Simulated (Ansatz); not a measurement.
Input and output for Rb (fcc type): DFT, PBE, PAW with Ansatz's default frozen-core files, scalar-relativistic (Ansatz 0.2.0). This run: cell relaxed at zero pressure.

The start is a guessed cell of a prototype that needn't be stable.

Command: `ansatz run input.yaml --threads 1 --pin off --max-ram 3584MiB --backend cpu --events-out ev --progress --plain --runs-dir out` It took 3.6 s on 1 thread of Arm Neoverse V2 (shared host), peak memory 0.34 GiB.

```yaml
crystal:
  lattice:
    - [0.0, 3.5730106134, 3.5730106134]
    - [3.5730106134, 0.0, 3.5730106134]
    - [3.5730106134, 3.5730106134, 0.0]
  atoms:
    - { symbol: Rb, position: [0.0, 0.0, 0.0] }
kpoints:
  mp_grid: { grid: [10, 10, 10] }
scf:
  occupations: { method: fermi_dirac, width: 0.08 }
hamiltonian:
  xc: pbe
  pseudopotentials: { kind: paw }
output:
  forces: true
  stress: true
relax:
  f_tol: 0.005
  max_steps: 40
  cell: {}
```

Output:

```
Engine: ansatz 0.2.0
Pseudopotentials: kind: paw
Pseudopotential: Rb, paw, valence charge 9, recommended cutoff 420 eV (normal), Rb.paw.azcp
Functional definition: PBE
  parameter kappa = 0.804
  parameter beta = 0.06672455060314922
  exchange = pbe_x(kappa = kappa, mu = beta*pi^2/3)
  correlation = pbe_c(beta = beta)
Crystal: 1 atoms, lattice volume = 91.229 Å³
Basis set: ecut = 420 eV, 1807 PW (Γ), exchange–correlation on 72×72×72 points (8 copies of the dense FFT grid, shifted against one another)
Bands: 9, of which v1, the nominal top of the filled ones, is band 5 counted from 1 (4 counted from 0)
Symmetry: 48 space group operations
Space group: Fm-3m (ITA 225), of the structure as read, at distance tolerance 4.5e-5 Å
k-points: 47 of 1000
Non-local potential: Rb, projectors of the file, l = 0: 3, l = 1: 2, l = 2: 2
PAW form: soft (Blöchl's): semilocal exchange-correlation on the pseudo side does not see the compensation charge
PAW one-centre angular grid: Rb, 110 points (default); XC on 64 Gauss nodes
Initial density: superposition of atomic densities (neutral atoms: chi_scale 0, normalization atom), corrected by the library's trained network
Initial wavefunctions: pseudopotential atomic-orbital guess
Functional: x = pbe(κ = 0.804, μ = 0.2195149727645171), c = pbe(β = 0.06672455060314922)
SCF iter   1: F=—  HF=-3267.359102 eV  |F-HF|=—  |Δ(HF+E_count)|=         —  Δρ=1.72e-4  dr2=3.00e-5  ethr=1.77e-3  ⟨swp⟩=7.2  Hψ=3559  notcnv=0
preconditioner: auto → Kerker (q_TF=auto, 1.855 Å⁻¹)  [metal: Δε(μ)=0.100 eV  Ē_g=3.491 eV  σ=0.080 eV  W_gap=0.29  n_scr=14 (ndim 8)  ℏωp=3.9 eV  f_vac=0.000  D(μ)=0.92/eV (n_scr^D=0)]
SCF iter   2: F=—  HF=-3267.359787 eV  |F-HF|=—  |Δ(HF+E_count)|=   6.85e-4  Δρ=1.41e-4  dr2=3.56e-5  ethr=3.33e-7  ⟨swp⟩=3.1  Hψ=1199  notcnv=0
SCF iter   3: F=—  HF=-3267.359793 eV  |F-HF|=—  |Δ(HF+E_count)|=   6.00e-6  Δρ=1.01e-4  dr2=2.17e-5  ethr=3.33e-7  ⟨swp⟩=1.0  Hψ=424  notcnv=0
SCF iter   4: F=—  HF=-3267.359802 eV  |F-HF|=—  |Δ(HF+E_count)|=   8.75e-6  Δρ=3.11e-5  dr2=2.96e-6  ethr=2.41e-7  ⟨swp⟩=1.7  Hψ=455  notcnv=0
SCF iter   5: F=—  HF=-3267.359802 eV  |F-HF|=—  |Δ(HF+E_count)|=   7.01e-7  Δρ=1.35e-5  dr2=3.07e-7  ethr=3.29e-8  ⟨swp⟩=1.6  Hψ=457  notcnv=0
SCF iter   6: F=-3267.359803 eV  HF=-3267.359803 eV  |F-HF|=1.01e-8  |Δ(HF+E_count)|=   1.34e-7  Δρ=4.92e-6  dr2=2.74e-8  ethr=1.11e-9  ⟨swp⟩=4.5  Hψ=1244  notcnv=0
SCF 1 converged in 6 iterations: F = -3267.359803 eV  dr2 = 2.74e-8
  greatest PAW one-centre occupation: 0.975 electrons in one spin orbital (limit 2), on the Rb atom at site 0 (counted from 0), in its partial waves of l = 0
relax step   1: F+E_penalty+E_count = -3267.35980263 eV  Δ(F+E_penalty+E_count) = +0.000e0 eV  max|allowed force component| = 0.000e0 eV/Å  Δτ_max = 0.0000 Å  P = +0.010 GPa  Ω = 91.229 Å³  (6 SCF iters, dr2 threshold 1.00e-7 eV, accepted)
Initial density: handed on by an earlier stage of this run
Initial wavefunctions: pseudopotential atomic-orbital guess (no wavefunctions were taken with the density)
iter 1 solved again at ethr=1.07e-7 eV; its pass at ethr=3.10e-3 eV (dr2=9.66e-6 eV) is discarded
SCF iter   1: F=—  HF=-3267.359803 eV  |F-HF|=—  |Δ(HF+E_count)|=         —  Δρ=4.84e-6  dr2=2.71e-8  ethr=1.07e-7  ⟨swp⟩=4.0  Hψ=5091  notcnv=0
preconditioner: auto → Kerker (q_TF=auto, 1.855 Å⁻¹)  [metal: Δε(μ)=0.101 eV  Ē_g=3.493 eV  σ=0.080 eV  W_gap=0.30  n_scr=14 (ndim 8)  ℏωp=3.9 eV  f_vac=0.000  D(μ)=0.92/eV (n_scr^D=0)]
SCF iter   2: F=—  HF=-3267.359803 eV  |F-HF|=—  |Δ(HF+E_count)|=   4.18e-7  Δρ=3.11e-6  dr2=1.60e-8  ethr=3.02e-10  ⟨swp⟩=2.0  Hψ=569  notcnv=0
SCF iter   3: F=—  HF=-3267.359803 eV  |F-HF|=—  |Δ(HF+E_count)|=   6.63e-9  Δρ=1.18e-6  dr2=9.00e-10  ethr=1.77e-10  ⟨swp⟩=1.7  Hψ=466  notcnv=0
SCF iter   4: F=—  HF=-3267.359803 eV  |F-HF|=—  |Δ(HF+E_count)|=  3.98e-10  Δρ=1.97e-7  dr2=4.81e-11  ethr=1.00e-11  ⟨swp⟩=2.4  Hψ=574  notcnv=0
SCF iter   5: F=-3267.359803 eV  HF=-3267.359803 eV  |F-HF|=9.55e-12  |Δ(HF+E_count)|=  3.09e-11  Δρ=8.60e-8  dr2=6.54e-12  ethr=1.00e-12  ⟨swp⟩=5.6  Hψ=1531  notcnv=0
SCF 2 converged in 5 iterations: F = -3267.359803 eV  dr2 = 6.54e-12
relax step   2: F+E_penalty+E_count = -3267.35980263 eV  Δ(F+E_penalty+E_count) = -4.493e-9 eV  max|allowed force component| = 0.000e0 eV/Å  Δτ_max = 0.0000 Å  P = +0.010 GPa  Ω = 91.229 Å³  stress off target by 9.80e-3 GPa  SCF on the basis re-selected at this cell (its energy is not comparable with the rows above)  (5 SCF iters)
basis re-selected at this cell: Δ(F+E_penalty+E_count) = -4.493e-9 eV, ΔP = -0.000 GPa vs the last step (what re-selecting the basis moved, of the pressure what is left beyond the Pulay correction that the steps carried, after the strain that the cell walked since its last selection, with what the two solves' SCF thresholds leave and, on support functions, any second-order correction that the steps lacked; it is no measure of the basis error at this ecutwfc). This SCF's stress stands 9.80e-3 GPa from its target on what of the cell is left free (relax.cell.stress_tol is 5.00e-2 GPa) and its largest allowed force component is 0.00e0 eV/Å (relax.f_tol is 5.00e-3 eV/Å): within both
SCF converged after 5 iterations
Free energy (F): -3267.359803 eV
Harris-Foulkes:  -3267.359803 eV  (|F-HF|=9.55e-12)
Internal energy: -3267.340482 eV  (E = F + TS)
E sigma→0 (E₀):  -3267.350142 eV
Entropy (-TS):   -0.019320 eV (-19.320 meV/atom)
Fermi energy:    1.916436 eV
--- Per-component energies (eV) ---
  E_band       = -119.001632
  E_kinetic    = 190.748726
  E_local      = -709.257699  (includes V_loc(G=0)·N_el)
  E_nonlocal   = 173.583537
  E_hartree    = 199.023290
  E_xc         = -129.248639
  E_vxc        = -135.149362  (∫ρ·V_xc dr)
  E_paw        = -2618.019840  (= ΣΔE_a)
  E_vpaw       = -36.973433  (= ΣTr[D̂ρ^β])
  E_aug_tail   = -0.000001  (compensation charges beyond the density's cutoff)
  E_ewald      = -374.169856
  E_smearing   = -0.019320  (= −TS)
  E_closure    = -0.000000  (closes the sum)
  Σ components = -3267.359803   (vs F -3267.359803, Δ=0.00e0)
--- Forces (eV/Å), atoms counted from 1 ---
  atom   1  Rb     0.00000000     0.00000000     0.00000000
  max |Σ_I F_I| component: 4.31e-32 eV/Å
--- Stress (GPa, compression-positive) ---
        0.009804       0.000000      -0.000000
        0.000000       0.009804       0.000000
       -0.000000      -0.000000       0.009804
  P = ⅓ Tr σ = 0.0098 GPa (0.098 kbar)
--- Relaxed structure (1 steps of the walk, 1 accepted, 1 SCFs on fresh bases) ---
  F+E_penalty+E_count = -3267.35980263 eV   max|allowed force component| = 0.000e0 eV/Å   (the final SCF, on the basis selected at the relaxed cell)
  cell:  # Å, volume = 91.2290 Å³
    - [0.0, 3.5730106134, 3.5730106134]
    - [3.5730106134, 0.0, 3.5730106134]
    - [3.5730106134, 3.5730106134, 0.0]
  atoms:
    - { symbol: Rb, position: [0.0, 0.0, 0.0] }
```

Next run (fcc relaxed under pressure), as changes to the input before:

```diff
   lattice:
-    - [0.0, 3.5730106134, 3.5730106134]
-    - [3.5730106134, 0.0, 3.5730106134]
-    - [3.5730106134, 3.5730106134, 0.0]
+    - [0.0, 2.6800226014, 2.6800226014]
+    - [2.6800226014, 0.0, 2.6800226014]
+    - [2.6800226014, 2.6800226014, 0.0]
   atoms:
 kpoints:
-  mp_grid: { grid: [10, 10, 10] }
+  mp_grid: { grid: [12, 12, 12] }
 scf:
   stress: true
+  eigenvalues: true
+  write_density: true
+  write_potential: true
+  elf: true
+  volumetric_format: npy
 relax:
   max_steps: 40
-  cell: {}
+  cell: { p_target: 10.0, stress_tol: 0.03 }
```

Results part of the output:

```
basis re-selected at this cell: Δ(F+E_penalty+E_count) = +4.771e-7 eV, ΔP = -0.000 GPa vs the last step (what re-selecting the basis moved, of the pressure what is left beyond the Pulay correction that the steps carried, after the strain that the cell walked since its last selection, with what the two solves' SCF thresholds leave and, on support functions, any second-order correction that the steps lacked; it is no measure of the basis error at this ecutwfc). This SCF's stress stands 1.63e-2 GPa from its target on what of the cell is left free (relax.cell.stress_tol is 3.00e-2 GPa) and its largest allowed force component is 0.00e0 eV/Å (relax.f_tol is 5.00e-3 eV/Å): within both
SCF converged after 5 iterations
Free energy (F): -3266.446616 eV
Harris-Foulkes:  -3266.446616 eV  (|F-HF|=1.82e-12)
Internal energy: -3266.425541 eV  (E = F + TS)
E sigma→0 (E₀):  -3266.436079 eV
Entropy (-TS):   -0.021075 eV (-21.075 meV/atom)
Fermi energy:    7.641603 eV
--- Per-component energies (eV) ---
  E_band       = -69.049984
  E_kinetic    = 194.044279
  E_local      = -510.654615  (includes V_loc(G=0)·N_el)
  E_nonlocal   = 174.627416
  E_hartree    = 123.780272
  E_xc         = -130.997663
  E_vxc        = -137.557720  (∫ρ·V_xc dr)
  E_paw        = -2618.188900  (= ΣΔE_a)
  E_vpaw       = -37.069898  (= ΣTr[D̂ρ^β])
  E_aug_tail   = -0.000001  (compensation charges beyond the density's cutoff)
  E_ewald      = -499.036329
  E_smearing   = -0.021075  (= −TS)
  E_closure    = 0.000000  (closes the sum)
  Σ components = -3266.446616   (vs F -3266.446616, Δ=0.00e0)
--- Forces (eV/Å), atoms counted from 1 ---
  atom   1  Rb     0.00000000     0.00000000    -0.00000000
  max |Σ_I F_I| component: 7.81e-32 eV/Å
--- Stress (GPa, compression-positive) ---
        9.983680       0.000000      -0.000000
        0.000000       9.983680       0.000000
       -0.000000       0.000000       9.983680
  P = ⅓ Tr σ = 9.9837 GPa (99.837 kbar)
--- Band table (eV; the first three rows and the last of 72) ---
  k-point 0: bands = ["-21.4947", "-5.0188", "-5.0188", "-5.0188", "4.6376", "11.7096", "11.7096", "11.7096", "14.3018"]
  k-point 1: bands = ["-21.4845", "-5.1168", "-5.0289", "-5.0289", "4.8361", "11.3929", "11.7963", "11.7963", "14.1015"]
  k-point 2: bands = ["-21.4564", "-5.3718", "-5.0563", "-5.0563", "5.3750", "10.7692", "11.9532", "11.9532", "13.8216"]
  k-point 71: bands = ["-21.2871", "-5.8237", "-5.8237", "-5.4810", "8.2321", "9.8918", "9.8918", "11.9946", "16.9315"]
--- Relaxed structure (2 steps of the walk, 2 accepted, 1 SCFs on fresh bases) ---
  F+E_penalty+E_count = -3266.44661641 eV   max|allowed force component| = 0.000e0 eV/Å   (the final SCF, on the basis selected at the relaxed cell)
  cell:  # Å, volume = 38.4541 Å³
    - [1.082766556990313e-34, 2.678989058941044, 2.678989058941044]
    - [2.678989058941044, 6.369215041119487e-35, 2.678989058941044]
    - [2.678989058941044, 2.678989058941044, -5.732293537007537e-35]
  atoms:
    - { symbol: Rb, position: [0.0, 0.0, 0.0] }
```

Next run (bcc relaxed under pressure), as changes to the input before:

```diff
   lattice:
-    - [0.0, 2.6800226014, 2.6800226014]
-    - [2.6800226014, 0.0, 2.6800226014]
-    - [2.6800226014, 2.6800226014, 0.0]
+    - [-2.1271353484, 2.1271353484, 2.1271353484]
+    - [2.1271353484, -2.1271353484, 2.1271353484]
+    - [2.1271353484, 2.1271353484, -2.1271353484]
   atoms:
 kpoints:
-  mp_grid: { grid: [12, 12, 12] }
+  mp_grid: { grid: [13, 13, 13] }
 scf:
   eigenvalues: true
-  write_density: true
-  write_potential: true
-  elf: true
-  volumetric_format: npy
 relax:
```

Command: `ansatz run input.yaml --threads 1 --pin off --max-ram 3584MiB --backend cpu --events-out ev --progress --plain --runs-dir out` It took 6.9 s on 1 thread of Arm Neoverse V2, with other jobs on the host, peak memory 0.29 GiB.

Results part of the output:

```
basis re-selected at this cell: Δ(F+E_penalty+E_count) = -1.141e-5 eV, ΔP = +0.000 GPa vs the last step (what re-selecting the basis moved, of the pressure what is left beyond the Pulay correction that the steps carried, after the strain that the cell walked since its last selection, with what the two solves' SCF thresholds leave and, on support functions, any second-order correction that the steps lacked; it is no measure of the basis error at this ecutwfc). This SCF's stress stands 2.97e-3 GPa from its target on what of the cell is left free (relax.cell.stress_tol is 3.00e-2 GPa) and its largest allowed force component is 0.00e0 eV/Å (relax.f_tol is 5.00e-3 eV/Å): within both
SCF converged after 5 iterations
Free energy (F): -3266.484696 eV
Harris-Foulkes:  -3266.484696 eV  (|F-HF|=3.64e-12)
Internal energy: -3266.460892 eV  (E = F + TS)
E sigma→0 (E₀):  -3266.472794 eV
Entropy (-TS):   -0.023804 eV (-23.804 meV/atom)
Fermi energy:    7.455514 eV
--- Per-component energies (eV) ---
  E_band       = -70.673090
  E_kinetic    = 193.947637
  E_local      = -516.780509  (includes V_loc(G=0)·N_el)
  E_nonlocal   = 174.756389
  E_hartree    = 125.986256
  E_xc         = -130.934059
  E_vxc        = -137.467448  (∫ρ·V_xc dr)
  E_paw        = -2618.210241  (= ΣΔE_a)
  E_vpaw       = -37.101688  (= ΣTr[D̂ρ^β])
  E_aug_tail   = -0.000001  (compensation charges beyond the density's cutoff)
  E_ewald      = -495.226365
  E_smearing   = -0.023804  (= −TS)
  E_closure    = -0.000000  (closes the sum)
  Σ components = -3266.484696   (vs F -3266.484696, Δ=0.00e0)
--- Forces (eV/Å), atoms counted from 1 ---
  atom   1  Rb     0.00000000    -0.00000000     0.00000000
  max |Σ_I F_I| component: 1.36e-31 eV/Å
--- Stress (GPa, compression-positive) ---
        9.997031       0.000000       0.000000
        0.000000       9.997031      -0.000000
        0.000000       0.000000       9.997031
  P = ⅓ Tr σ = 9.9970 GPa (99.970 kbar)
--- Band table (eV; the first three rows and the last of 84) ---
  k-point 0: bands = ["-21.6634", "-5.2215", "-5.2215", "-5.2215", "4.4143", "11.6308", "11.6308", "11.6308", "13.4385"]
  k-point 1: bands = ["-21.6548", "-5.3006", "-5.2420", "-5.2227", "4.5888", "11.4460", "11.4927", "11.7982", "13.1193"]
  k-point 2: bands = ["-21.6308", "-5.5105", "-5.2982", "-5.2263", "5.0705", "10.9525", "11.0169", "12.2925", "12.9297"]
  k-point 83: bands = ["-21.4098", "-5.9832", "-5.9667", "-5.9667", "7.4292", "7.4470", "13.8307", "13.8307", "13.9379"]
--- Relaxed structure (3 steps of the walk, 3 accepted, 1 SCFs on fresh bases) ---
  F+E_penalty+E_count = -3266.48469633 eV   max|allowed force component| = 0.000e0 eV/Å   (the final SCF, on the basis selected at the relaxed cell)
  cell:  # Å, volume = 39.3558 Å³
    - [-2.142806647755672, 2.142806647755672, 2.142806647755672]
    - [2.142806647755672, -2.142806647755672, 2.142806647755672]
    - [2.142806647755672, 2.142806647755672, -2.142806647755672]
  atoms:
    - { symbol: Rb, position: [0.0, 0.0, 0.0] }
```

Next run (hcp relaxed under pressure), as changes to the input before:

```diff
   lattice:
-    - [-2.1271353484, 2.1271353484, 2.1271353484]
-    - [2.1271353484, -2.1271353484, 2.1271353484]
-    - [2.1271353484, 2.1271353484, -2.1271353484]
+    - [3.8002302001, 0.0, 0.0]
+    - [-1.9001151, 3.2910958935, 0.0]
+    - [0.0, 0.0, 6.1563729241]
   atoms:
-    - { symbol: Rb, position: [0.0, 0.0, 0.0] }
+    - { symbol: Rb, position: [0.3333333333, 0.6666666667, 0.25] }
+    - { symbol: Rb, position: [0.6666666667, 0.3333333333, 0.75] }
 kpoints:
-  mp_grid: { grid: [13, 13, 13] }
+  mp_grid: { grid: [12, 12, 7] }
 scf:
   eigenvalues: true
+  write_density: true
+  write_potential: true
+  elf: true
+  volumetric_format: npy
 relax:
```

Results part of the output:

```
basis re-selected at this cell: Δ(F+E_penalty+E_count) = -9.406e-6 eV, ΔP = -0.000 GPa vs the last step (what re-selecting the basis moved, of the pressure what is left beyond the Pulay correction that the steps carried, after the strain that the cell walked since its last selection, with what the two solves' SCF thresholds leave and, on support functions, any second-order correction that the steps lacked; it is no measure of the basis error at this ecutwfc). This SCF's stress stands 1.30e-2 GPa from its target on what of the cell is left free (relax.cell.stress_tol is 3.00e-2 GPa) and its largest allowed force component is 5.32e-17 eV/Å (relax.f_tol is 5.00e-3 eV/Å): within both
SCF converged after 5 iterations
Free energy (F): -6532.921745 eV
Harris-Foulkes:  -6532.921745 eV  (|F-HF|=1.82e-12)
Internal energy: -6532.878658 eV  (E = F + TS)
E sigma→0 (E₀):  -6532.900202 eV
Entropy (-TS):   -0.043087 eV (-21.543 meV/atom)
Fermi energy:    7.578847 eV
--- Per-component energies (eV) ---
  E_band       = -139.439144
  E_kinetic    = 387.956497
  E_local      = -1026.413764  (includes V_loc(G=0)·N_el)
  E_nonlocal   = 349.385564
  E_hartree    = 249.410502
  E_xc         = -261.926963
  E_vxc        = -275.021352  (∫ρ·V_xc dr)
  E_paw        = -5236.398486  (= ΣΔE_a)
  E_vpaw       = -74.167117  (= ΣTr[D̂ρ^β])
  E_aug_tail   = -0.000002  (compensation charges beyond the density's cutoff)
  E_ewald      = -994.892006
  E_smearing   = -0.043087  (= −TS)
  E_closure    = 0.000000  (closes the sum)
  Σ components = -6532.921745   (vs F -6532.921745, Δ=0.00e0)
--- Forces (eV/Å), atoms counted from 1 ---
  atom   1  Rb    -0.00000000     0.00000000     0.00000000
  atom   2  Rb     0.00000000    -0.00000000    -0.00000000
  max |Σ_I F_I| component: 4.63e-18 eV/Å
--- Stress (GPa, compression-positive) ---
        9.986979      -0.000000       0.000000
       -0.000000       9.986979      -0.000000
       -0.000000      -0.000000       9.991673
  P = ⅓ Tr σ = 9.9885 GPa (99.885 kbar)
--- Band table (eV; the first three rows and the last of 76) ---
  k-point 0: bands = ["-21.5630", "-21.4179", "-6.3187", "-5.2344", "-5.2344", "-5.1101", "-5.0988", "-5.0988", "4.5481", "7.2425", "9.7550", "11.4337", "11.4796"]
  k-point 1: bands = ["-21.5560", "-21.4253", "-6.2665", "-5.2278", "-5.2278", "-5.1799", "-5.1056", "-5.1056", "4.6913", "7.1512", "9.7092", "11.2645", "11.4414"]
  k-point 2: bands = ["-21.5362", "-21.4458", "-6.1167", "-5.3684", "-5.2092", "-5.2092", "-5.1246", "-5.1246", "5.0914", "6.8378", "9.7041", "10.8351", "11.3997"]
  k-point 75: bands = ["-21.3728", "-21.3728", "-6.0556", "-6.0556", "-5.8867", "-5.8031", "-5.3158", "-5.3158", "8.5302", "8.6715", "8.8109", "8.8109", "9.9925"]
--- Relaxed structure (4 steps of the walk, 4 accepted, 1 SCFs on fresh bases) ---
  F+E_penalty+E_count = -6532.92174509 eV   max|allowed force component| = 5.320e-17 eV/Å   (the final SCF, on the basis selected at the relaxed cell)
  cell:  # Å, volume = 77.6357 Å³
    - [3.7857735331517905, -2.8757704047509586e-11, 0.0]
    - [-1.8928867665509903, 3.278576052698599, 0.0]
    - [0.0, 0.0, 6.2549164498893735]
  atoms:
    - { symbol: Rb, position: [0.3333333333333333, 0.6666666666666666, 0.25] }
    - { symbol: Rb, position: [0.6666666666666666, 0.3333333333333333, 0.7499999999999999] }
```
